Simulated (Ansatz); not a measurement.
# Ti: single points about a listed cell

A set of self-consistent runs on Ti under swapped elements, to map its energy surface near the listed cell.

Computed with Ansatz 0.2.0 (DFT PBE, scalar-relativistic, plane waves, PAW, unless a step's input says otherwise).

### Step 1. The structure to begin with

It takes space group P6_3/mmc (No. 194, hexagonal). Conventional cell: a = 2.876 Å, b = 2.876 Å, c = 4.598 Å, α = 90.00°, β = 90.00°, γ = 120.00°. Ti (site symmetry -6m2) is surrounded by 12 Ti at 2.84 to 2.88 Å.

Structure file:

```
Ti
1.0
     2.87601    0.00000    0.00000
    -1.43801    2.49070    0.00000
     0.00000    0.00000    4.59793
Ti
2
Direct
  0.33333 0.66667 0.25000
  0.66667 0.33333 0.75000
```

It was made, by the change told below, from a structure of the Materials Project.

### Step 2. Substitution of an element, cell strained: Cu → Ti, first probe

The structure above already holds this change against its source: Ti takes all sites of Cu, and lengths are scaled by 1.127 as a first guess of the size; strain xx, yy, zz, yz, xz, xy = +0.7, +0.7, -0.8, +0.0, +0.0, +0.0 %.

input.yaml

```yaml
crystal:
  lattice:
    - [2.8760145008, 0.0, 0.0]
    - [-1.4380072504, 2.4907016193, 0.0]
    - [0.0, 0.0, 4.5979276565]
  atoms:
    - { symbol: Ti, position: [0.33333333, 0.66666667, 0.25] }
    - { symbol: Ti, position: [0.66666667, 0.33333333, 0.75] }
basis:
  ecutwfc: 420
kpoints:
  mp_grid: { grid: [9, 9, 4] }
hamiltonian:
  xc: pbe
scf:
  occupations: { method: gaussian, width: 0.1 }
output:
  forces: true
  stress: true
  eigenvalues: true
```

Command:

```bash
$ ansatz run input.yaml --threads 1 --pin off --max-ram 1331MiB --backend cpu --events-out ev --progress --plain --runs-dir out
```

### Step 3. Substitution of an element, cell strained: Cu → Ti

input.yaml: that of step 2 with these lines changed.

```diff
@@ -11,3 +11,3 @@
 kpoints:
-  mp_grid: { grid: [9, 9, 4] }
+  mp_grid: { grid: [18, 18, 10] }
 hamiltonian:
```

Before running it: what results should come out? Wanted: for each run, case; energy; pressure; largest force.

**Answer**, as computed:

```
step                                                case  energy (meV/atom)  pressure (GPa)  largest force (eV/Å)  gap on the mesh (eV)
   3  substitution of an element, cell strained: Cu → Ti               +0.0             6.7                  0.00                  0.00
```

Energies are counted from step 3, with the smearing taken to zero. A gap of 0.00 means none on the mesh at this level.

In words: 
